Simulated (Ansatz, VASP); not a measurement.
# Cross-check of AlN between VASP and Ansatz, part 2 of 3

One calculation is typed for both programs; each brings its own data sets and cutoff. How far apart do they land?

VASP 6.6.1 and Ansatz 0.2.0.

So far: The starting structure; VASP: band structure, HSE03.

### 3. Ansatz: band structure, HSE03

Level of this step: Ansatz beside VASP: Kohn-Sham DFT, plane waves, HSE03 (Ansatz).

Ansatz runs on its default PAW (the set named soft_2) files.

The same cell, functional, mesh and smearing now go to Ansatz, which takes its cutoff from its data sets.

File input.yaml:

```yaml
crystal:
  lattice:
    - [3.11, 0.0, 0.0]
    - [-1.555, 2.6933390058, 0.0]
    - [0.0, 0.0, 4.98]
  atoms:
    - { symbol: Al, position: [0.6666666667, 0.3333333333, 0.0] }
    - { symbol: Al, position: [0.3333333333, 0.6666666667, 0.5] }
    - { symbol: "N", position: [0.6666666667, 0.3333333333, 0.382] }
    - { symbol: "N", position: [0.3333333333, 0.6666666667, 0.882] }
hamiltonian:
  xc: { exchange: pbe, correlation: pbe, exx: { coeff: 0.25, omega: 0.3 } }
  pseudopotentials: { kind: paw }
kpoints:
  mp_grid: { grid: [5, 5, 3] }
  band_path:
    path:
      - [0.0, 0.0, 0.0]
      - [0.4, 0.0, 0.0]
      - [0.4, 0.2, 0.0]
      - [0.2, 0.2, 0.0]
      - [0.0, 0.0, 0.1]
      - [0.0, 0.0, 0.5]
      - [0.4, 0.0, 0.5]
      - [0.4, 0.2, 0.5]
      - [0.2, 0.2, 0.5]
      - [0.5, 0.0, 0.4]
      - [0.33333, 0.33333, 0.0]
      - [0.33333, 0.33333, 0.5]
    npoints: 1
scf:
  occupations: { method: gaussian, width: 0.02 }
  n_extra_bands: 8
output:
  forces: true
  stress: true
  eigenvalues: true
```

Started as:

```console
ansatz run input.yaml --threads 4 --pin off --max-ram 9216MiB --backend cpu --events-out ev --progress --plain --runs-dir out
```

Numbers of over 12 decimals in the logs are rounded to 6 here.

Log:

```text
Warning: output.stress: scf.convergence.dr2_threshold = 1e-7 eV (the SCF's general default) is looser than the 4e-10 eV advised for a printed stress (1e-10 eV for each atom of the cell: 4). What an SCF threshold leaves in a stress goes as its square root, and in the free energy as the threshold itself, and one threshold admits the most on a small cell: [figures from the program's tests cut] Set scf.convergence.dr2_threshold to 4e-10 eV or tighter. The threshold is an SCF's pass mark: one that does not reach it within its budget of iterations ends unconverged, or closes short of it on a stop that the run arms, and scf.convergence.dr2_threshold's page says what that costs each kind of run
Warning: output.stress: scf.exx.energy_threshold = 1e-6 eV is looser than the 4e-8 eV advised for a stress under a hybrid functional (1e-8 eV for each atom of the cell: 4). Every SCF of the exchange loop can meet its threshold on dr2 while the loop round them stops early: no threshold on dr2 bounds what that leaves in the stress. Set scf.exx.energy_threshold to 4e-8 eV or tighter. The threshold is the loop's pass mark: a loop that does not reach it within its budget of cycles ends unconverged, and scf.exx.energy_threshold's page has the law
scf.n_extra_bands = 8 over 8 filled bands (N_el = 16.0): the run solves 16 bands
Engine: ansatz 0.2.0, x86_64-unknown-linux-gnu
Pseudopotentials: kind: paw
Pseudopotential: Al, paw, valence charge 3, recommended cutoff 420 eV (normal), Al.paw.azcp
Pseudopotential: N, paw, valence charge 5, recommended cutoff 420 eV (normal), N.paw.azcp
Functional definition: unnamed
  parameter a_1 = 0.25
  parameter omega_1 = 0.3/angstrom
  exchange = pbe_x + (-a_1)*pbe_x_sr(omega_1) + a_1*exact_x_sr(omega_1)
  correlation = pbe_c
Crystal: 4 atoms, lattice volume = 41.714 Å³
Basis set: ecut = 420 eV, 809 PW (Γ), exchange–correlation on 48×48×72 points (8 copies of the dense FFT grid, shifted against one another)
Bands: 16, of which v1, the nominal top of the filled ones, is band 8 counted from 1 (7 counted from 0)
Symmetry: 12 space group operations
Space group: P63mc (ITA 186), of the structure as read, at distance tolerance 3.5e-5 Å
k-points: 10 of 75 (time reversal used)
Non-local potential: Al, projectors of the file, l = 0: 2, l = 1: 2, l = 2: 1
Non-local potential: N, projectors of the file, l = 0: 2, l = 1: 2, l = 2: 1
PAW form: soft (Blöchl's): semilocal exchange-correlation on the pseudo side does not see the compensation charge
PAW frozen core: Al, regenerated for the run's functional, and the local potential with it (the file was generated under x = pbe(κ = 0.804, μ = 0.219515), c = pbe(β = 0.066725))
PAW frozen core: N, regenerated for the run's functional, and the local potential with it (the file was generated under x = pbe(κ = 0.804, μ = 0.219515), c = pbe(β = 0.066725))
PAW one-centre angular grid: Al, 110 points (default); XC on 64 Gauss nodes
PAW one-centre angular grid: N, 110 points (default); XC on 64 Gauss nodes
Initial density: superposition of atomic densities (neutral atoms: chi_scale 0, normalization atom), corrected by the library's trained network
Initial wavefunctions: pseudopotential atomic-orbital guess
Functional: x = pbe(κ = 0.804, μ = 0.219515), c = pbe(β = 0.066725), warm-up for x = pbe(κ = 0.804, μ = 0.219515) + 0.25 (exact − pbe) at short range (hse, ω = 0.3 Å⁻¹), c = pbe(β = 0.066725)
SCF iter   1: F=—  HF=-1848.478419 eV  |F-HF|=—  |Δ(HF+E_count)|=         —  Δρ=7.93e-4  dr2=1.02e-4  ethr=1.77e-3  ⟨swp⟩=2.0  Hψ=1140  notcnv=0
preconditioner: auto → none  [insulator: Δε(μ)=4.201 eV  Ē_g=15.399 eV  σ=0.020 eV  W_gap=1.00  n_scr=2 (ndim 8)  ℏωp=23.0 eV  f_vac=0.000  D(μ)=0.00/eV (n_scr^D=0)]
SCF iter   2: F=-1848.478683 eV  HF=-1848.478613 eV  |F-HF|=7.01e-5  |Δ(HF+E_count)|=   1.94e-4  Δρ=3.90e-4  dr2=2.07e-5  ethr=6.35e-7  ⟨swp⟩=4.8  Hψ=390  notcnv=0  defer=3
SCF 1 stopped early in 2 iterations: F = -1848.478683 eV  dr2 = 2.07e-5
  greatest PAW one-centre occupation: 0.788 electrons in one spin orbital (limit 2), on the N atom at site 3 (counted from 0), in its partial waves of l = 0
Initial density: handed on by an earlier stage of this run
Initial wavefunctions: those handed on with the density
Functional: x = pbe(κ = 0.804, μ = 0.219515) + 0.25 (exact − pbe) at short range (hse, ω = 0.3 Å⁻¹), c = pbe(β = 0.066725)
Exchange kernel: α = 0.2500, screened, ω = 0.3000 Å⁻¹, Wigner–Seitz truncation, v(0) = 502.3495 eV·Å³, q-mesh 5×5×3, nearest image of the exchange supercell L = 14.94 Å, pair-density grid 15×15×24, without the augmentation charges, whose exchange is taken in its separable form by FFT convolution over the k-point mesh (sized by the pseudopotential files, 20×20×36 at the most), smooth part of the exact exchange by density-matrix convolution
Frozen-core exchange: fock
SCF iter   1: F=—  HF=-1849.320716 eV  |F-HF|=—  |Δ(HF+E_count)|=         —  Δρ=6.15e-3  dr2=7.67e-3  ethr=1.29e-6  ⟨swp⟩=7.8  Hψ=878  notcnv=0
preconditioner: auto → none  [insulator: Δε(μ)=5.303 eV  Ē_g=17.237 eV  σ=0.020 eV  W_gap=1.00  n_scr=2 (ndim 8)  ℏωp=23.0 eV  f_vac=0.000  D(μ)=0.00/eV (n_scr^D=0)]
SCF iter   2: F=—  HF=-1849.317936 eV  |F-HF|=—  |Δ(HF+E_count)|=   2.78e-3  Δρ=2.84e-3  dr2=2.14e-3  ethr=1.29e-6  ⟨swp⟩=3.0  Hψ=400  notcnv=0
iter 3 solved again at ethr=9.38e-8 eV; its pass at ethr=1.29e-6 eV (dr2=1.50e-5 eV) is discarded
SCF iter   3: F=—  HF=-1849.317266 eV  |F-HF|=—  |Δ(HF+E_count)|=   6.70e-4  Δρ=1.93e-4  dr2=3.97e-4  ethr=9.38e-8  ⟨swp⟩=2.0  Hψ=641  notcnv=0
SCF iter   4: F=—  HF=-1849.321436 eV  |F-HF|=—  |Δ(HF+E_count)|=   4.17e-3  Δρ=4.67e-4  dr2=6.51e-5  ethr=9.38e-8  ⟨swp⟩=4.1  Hψ=526  notcnv=0
SCF iter   5: F=—  HF=-1849.321423 eV  |F-HF|=—  |Δ(HF+E_count)|=   1.33e-5  Δρ=7.14e-5  dr2=3.96e-6  ethr=9.38e-8  ⟨swp⟩=3.0  Hψ=285  notcnv=0
SCF iter   6: F=-1849.321454 eV  HF=-1849.321454 eV  |F-HF|=7.61e-7  |Δ(HF+E_count)|=   3.07e-5  Δρ=4.98e-5  dr2=5.25e-7  ethr=8.43e-9  ⟨swp⟩=4.0  Hψ=411  notcnv=0
SCF 2 stopped early in 6 iterations: F = -1849.321454 eV  dr2 = 5.25e-7
  Residual-converged pass: ⟨swp⟩=3.0  Hψ=310  notcnv=0  max |occ|·‖R‖ = 6.2e-6 eV (tolerance 6.7e-6 eV)  dr2=5.29e-7  dr2_onsite=3.53e-8  max |Δocc| = 0.0e0
hybrid outer 1: dexx = +4.457e-3 eV, tail = 6.60e-6 eV
Exchange kernel: α = 0.2500, screened, ω = 0.3000 Å⁻¹, Wigner–Seitz truncation, v(0) = 502.3495 eV·Å³, q-mesh 5×5×3, nearest image of the exchange supercell L = 14.94 Å, pair-density grid 15×15×24, without the augmentation charges, whose exchange is taken in its separable form by FFT convolution over the k-point mesh (sized by the pseudopotential files, 20×20×36 at the most), smooth part of the exact exchange by density-matrix convolution
Frozen-core exchange: fock
SCF iter   1: F=—  HF=-1849.321453 eV  |F-HF|=—  |Δ(HF+E_count)|=         —  Δρ=2.13e-5  dr2=7.78e-8  ethr=2.06e-7  ⟨swp⟩=4.1  Hψ=433  notcnv=0
preconditioner: auto → none  [insulator: Δε(μ)=5.341 eV  Ē_g=17.241 eV  σ=0.020 eV  W_gap=1.00  n_scr=2 (ndim 8)  ℏωp=23.0 eV  f_vac=0.000  D(μ)=0.00/eV (n_scr^D=0)]
SCF iter   2: F=—  HF=-1849.321453 eV  |F-HF|=—  |Δ(HF+E_count)|=   1.00e-7  Δρ=7.89e-6  dr2=1.15e-8  ethr=4.55e-10  ⟨swp⟩=4.1  Hψ=357  notcnv=0
SCF iter   3: F=—  HF=-1849.321453 eV  |F-HF|=—  |Δ(HF+E_count)|=   4.52e-9  Δρ=2.80e-6  dr2=1.22e-9  ethr=6.23e-11  ⟨swp⟩=3.5  Hψ=310  notcnv=0  defer=5
SCF iter   4: F=-1849.321453 eV  HF=-1849.321453 eV  |F-HF|=8.45e-10  |Δ(HF+E_count)|=   7.43e-9  Δρ=1.76e-6  dr2=1.01e-9  ethr=4.78e-12  ⟨swp⟩=4.1  Hψ=393  notcnv=0  defer=1
SCF 3 converged in 4 iterations: F = -1849.321453 eV  dr2 = 1.01e-9
  Residual-converged pass: ⟨swp⟩=3.0  Hψ=282  notcnv=0  max |occ|·‖R‖ = 6.2e-7 eV (tolerance 6.3e-7 eV)  dr2=1.03e-9  dr2_onsite=6.02e-11  max |Δocc| = 0.0e0
  greatest PAW one-centre occupation: 0.789 electrons in one spin orbital (limit 2), on the N atom at site 3 (counted from 0), in its partial waves of l = 0
hybrid outer 2: dexx = +6.050e-8 eV, tail = 3.20e-9 eV, Δε = 8.31e-4 eV (about 2.11e-5 eV left of the loop's levels), ΔF = 3.49e-4 eV/Å (tail 1.25e-4)
NSCF: frozen V_eff on 12 k-points
hybrid SCF converged: 2 outer / 10 inner (+2 warm-up), last move |dexx| = 6.05e-8 eV, tail = 3.20e-9 eV
Stability not checked: this state was not tested for a lower state beside it, because the functional holds exact exchange (a hybrid, or Hartree-Fock), whose exchange loop this test does not read (fock_operator; see scf.lower_state_search)
Free energy (F): -1849.321453 eV
Frozen-core exchange: fock
Harris-Foulkes:  -1849.321453 eV  (|F-HF|=8.45e-10)
Internal energy: -1849.321453 eV  (E = F + TS)
E sigma→0 (E₀):  -1849.321453 eV
Fermi energy:    9.071213 eV
--- Per-component energies (eV) ---
  E_band       = 10.874890
  E_kinetic    = 320.185860
  E_local      = -447.197600  (includes V_loc(G=0)·N_el)
  E_nonlocal   = 108.510384
  E_hartree    = 156.225209
  E_xc         = -168.225499
  E_vxc        = -176.478233  (∫ρ·V_xc dr)
  E_exx        = -33.139080  (= α·E_x^exact, valence–valence)
  E_paw        = -1193.456524  (= ΣΔE_a)
  E_vpaw       = -40.317157  (= ΣTr[D̂ρ^β])
  E_aug_tail   = 0.000192  (compensation charges beyond the density's cutoff)
  E_ewald      = -592.091798
  E_core_change = -0.132597  (= ΣΔE_core)
  E_smearing   = -0.000000  (= −TS)
  E_closure    = 0.000000  (closes the sum)
  Σ components = -1849.321453   (vs F -1849.321453, Δ=0.00e0)
--- Forces (eV/Å), atoms counted from 1 ---
  atom   1  Al     0.00000000     0.00000000     0.00576166
  atom   2  Al     0.00000000     0.00000000     0.00576166
  atom   3  N     -0.00000000     0.00000000    -0.00579385
  atom   4  N      0.00000000     0.00000000    -0.00579385
  max |Σ_I F_I| component: 6.44e-5 eV/Å
--- Stress (GPa, compression-positive) ---
       -0.859542      -0.000000       0.000000
        0.000000      -0.859542       0.000000
        0.000000       0.000000      -1.103042
  P = ⅓ Tr σ = -0.9407 GPa (-9.407 kbar)
--- Band table (eV; the first three rows and the last of 10) ---
  k-point 0: bands = [... 4 lower, 5.4492, 6.1573, 6.1573, 6.4010, 11.7414, 14.3044, 18.5836, 18.9104, ... 4 higher]
  k-point 1: bands = [... 4 lower, 5.6182, 5.6182, 5.9719, 5.9719, 13.2475, 14.4475, 18.0339, 18.9205, ... 4 higher]
  k-point 2: bands = [... 4 lower, 4.3996, 4.8933, 6.0224, 6.1200, 13.4061, 15.4909, 16.3900, 17.5256, ... 4 higher]
  k-point 9: bands = [... 4 lower, 2.7103, 3.6745, 4.8165, 5.4207, 13.4361, 14.7628, 16.4965, 16.7368, ... 4 higher]
```

The job ended after 31 s (4 threads of Intel Xeon Platinum 8259CL at 2.50GHz (Skylake/Cascade Lake), shared host; peak memory 0.66 GiB).

### 4. Side by side

Known differences besides the potentials themselves: exact exchange at q = 0 is treated differently, which shows on coarse meshes; VASP keeps PBE cores, Ansatz makes them for the functional; the cutoff is 420 eV in Ansatz and 520 eV in VASP; VASP takes a coarser grid for exact exchange (PRECFOCK = Fast). Total energies have different zeros and are not compared.

Compared:

| quantity | Ansatz | VASP | difference |
| --- | --- | --- | --- |
| gap over the path points (eV) | 5.340 | 5.334 | +0.006 |

Levels at points of the path, from each program's valence-band top (eV; 4 filled, then empty):

| k (reciprocal lattice) | Ansatz | VASP |
| --- | --- | --- |
| 0.000 0.000 0.000 | -0.95 -0.24 -0.24 0.00 5.34 7.90 12.18 | -0.96 -0.24 -0.24 0.00 5.33 7.88 12.19 |
| 0.400 0.000 0.000 | -4.08 -2.17 -1.39 -0.70 7.14 7.26 9.41 | -4.10 -2.19 -1.40 -0.71 7.12 7.27 9.40 |
| 0.400 0.200 0.000 | -3.50 -3.19 -2.06 -1.93 6.46 8.76 10.42 | -3.54 -3.22 -2.08 -1.94 6.46 8.77 10.43 |
| 0.200 0.200 0.000 | -4.07 -2.29 -1.34 -0.96 7.84 8.58 9.79 | -4.10 -2.31 -1.35 -0.97 7.85 8.58 9.81 |
| 0.000 0.000 0.100 | -0.94 -0.26 -0.26 -0.24 5.54 7.93 12.10 | -0.94 -0.26 -0.26 -0.24 5.53 7.91 12.11 |
| 0.000 0.000 0.500 | -0.61 -0.61 -0.61 -0.61 7.71 7.71 11.75 | -0.61 -0.61 -0.61 -0.61 7.70 7.70 11.73 |
| 0.400 0.000 0.500 | -1.56 -1.56 -1.51 -1.51 6.66 6.66 10.71 | -1.57 -1.57 -1.53 -1.53 6.65 6.65 10.70 |
| 0.400 0.200 0.500 | -3.28 -3.28 -0.96 -0.96 7.60 7.60 10.23 | -3.30 -3.30 -0.98 -0.98 7.60 7.60 10.24 |
| 0.200 0.200 0.500 | -2.40 -2.40 -1.25 -1.25 7.76 7.76 10.84 | -2.42 -2.42 -1.27 -1.27 7.76 7.76 10.84 |
| 0.500 0.000 0.400 | -1.93 -1.82 -1.36 -1.20 6.11 6.79 10.29 | -1.94 -1.84 -1.37 -1.21 6.11 6.78 10.29 |

At this near-relaxed geometry the largest component of a force difference is 3 meV/Å. Among the levels compared at these points, filled levels agree within 39 meV and empty ones within 32 meV.

(Part 2 of 3 ends here.)

[Lines on the potential files, build, host, timing and source positions are cut from VASP's logs without a mark.]

[Logs are printed without paths, hosts, clocks, repeated set-up lines and the standing remarks that a program may print on its own settings, such as how far it seeks lower states.]

[Hosts, paths, dates, database ids (printed as entryN), source tags and the programs' standing remarks are cut or masked in the printed files.]
